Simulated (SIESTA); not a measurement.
ZnS (Wurtzite-2H): band structure with LDA

**The experiment to reproduce.**

A printed reference work, monograph reports, for a bulk crystal of ZnS at 4 K: band gap 3.911 eV (direct).

Crystal: ZnS (Wurtzite-2H).

```
Zn S
1.0
     3.81100    0.00000    0.00000
    -1.90550    3.30042    0.00000
     0.00000    0.00000    6.23400
Zn S
2 2
Direct
  0.66667 0.33333 0.50000
  0.33333 0.66667 0.00000
  0.66667 0.33333 0.88500
  0.33333 0.66667 0.38500
```

```yaml
Program: SIESTA 5.4.2
Task: band structure
Functional: LDA
Potentials_or_basis: PseudoDojo 0.4 standard (LDA files)
Basis: DZP (energy shift 0.002 Ry)
Grid_cutoff: 800 Ry
Energy_shift: 0.002 Ry
k_mesh: 8 × 8 × 5
Occupations: fermi-dirac, width 0.05 eV
Spin: no spin polarisation
```

```json
{
 "Pressure": "-2.0 GPa",
 "Largest force": "0.317 eV/Å",
 "Band gap on the k mesh": "2.62 eV, direct",
 "Band gap along the path": "2.62 eV, direct"
}
```

Forces in eV/Å, atoms in the order of the input:
```
Zn   0.000  0.000  0.317
Zn   0.000  0.000  0.317
S    0.000  0.000 -0.317
S    0.000  0.000 -0.317
```

Stress tensor (GPa, compression positive):
```
-1.12  0.00  0.00
 0.00 -1.12  0.00
 0.00  0.00 -3.87
```

Levels at the corners of the path, in eV from the valence-band top:
| point | band 22 | band 23 | band 24 | band 25 | band 26 | band 27 | band 28 | band 29 | band 30 | band 31 |
| --- | --- | --- | --- | --- | --- | --- | --- | --- | --- | --- |
| Γ | -0.87 | -0.87 | -0.06 | -0.06 | 0.00 | 2.62 | 3.30 | 6.29 | 6.29 | 6.72 |
| M | -4.31 | -3.12 | -2.20 | -1.58 | -0.99 | 3.72 | 4.70 | 5.29 | 7.23 | 7.85 |
| K | -4.47 | -3.86 | -2.21 | -2.21 | -2.20 | 4.50 | 6.44 | 6.44 | 8.13 | 8.13 |
| Γ | -0.87 | -0.87 | -0.06 | -0.06 | 0.00 | 2.62 | 3.30 | 6.29 | 6.29 | 6.72 |
| A | -2.85 | -0.49 | -0.49 | -0.49 | -0.49 | 3.89 | 3.89 | 6.75 | 6.75 | 6.75 |
| L | -5.06 | -1.65 | -1.65 | -1.51 | -1.51 | 3.83 | 3.83 | 5.30 | 5.30 | 9.40 |
| H | -4.90 | -3.12 | -3.12 | -1.23 | -1.23 | 4.85 | 4.85 | 6.68 | 6.68 | 7.72 |
| A | -2.85 | -0.49 | -0.49 | -0.49 | -0.49 | 3.89 | 3.89 | 6.75 | 6.75 | 6.75 |
| L | -5.06 | -1.65 | -1.65 | -1.51 | -1.51 | 3.83 | 3.83 | 5.30 | 5.30 | 9.40 |
| M | -4.31 | -3.12 | -2.20 | -1.58 | -0.99 | 3.72 | 4.70 | 5.29 | 7.23 | 7.85 |
| K | -4.47 | -3.86 | -2.21 | -2.21 | -2.20 | 4.50 | 6.44 | 6.44 | 8.13 | 8.13 |
| H | -4.90 | -3.12 | -3.12 | -1.23 | -1.23 | 4.85 | 4.85 | 6.68 | 6.68 | 7.72 |

It took 41 s on 1 thread of Arm Neoverse V1, on a shared host, peak memory 0.31 GiB.

A measured gap of ZnS is 3.911 eV (direct; 4 K; a printed reference work, monograph); the calculated 2.62 eV misses it by -1.29 eV. The value is that of LDA in an atomic basis (PseudoDojo 0.4 standard (LDA files), DZP (energy shift 0.002 Ry)), whose error adds to the functional's,, without temperature or zero-point motion. Semilocal functionals fall short of measured gaps as a rule.

Caveat: semicore shells carry a single zeta, which can move pressures by several GPa and volumes by a few percent; the valence orbitals were made in a potential fitted to the semicore shell under them, which widens gaps by tenths of an eV or more; the basis of atomic orbitals isn't converged, which shifts pressures, moduli and gaps.
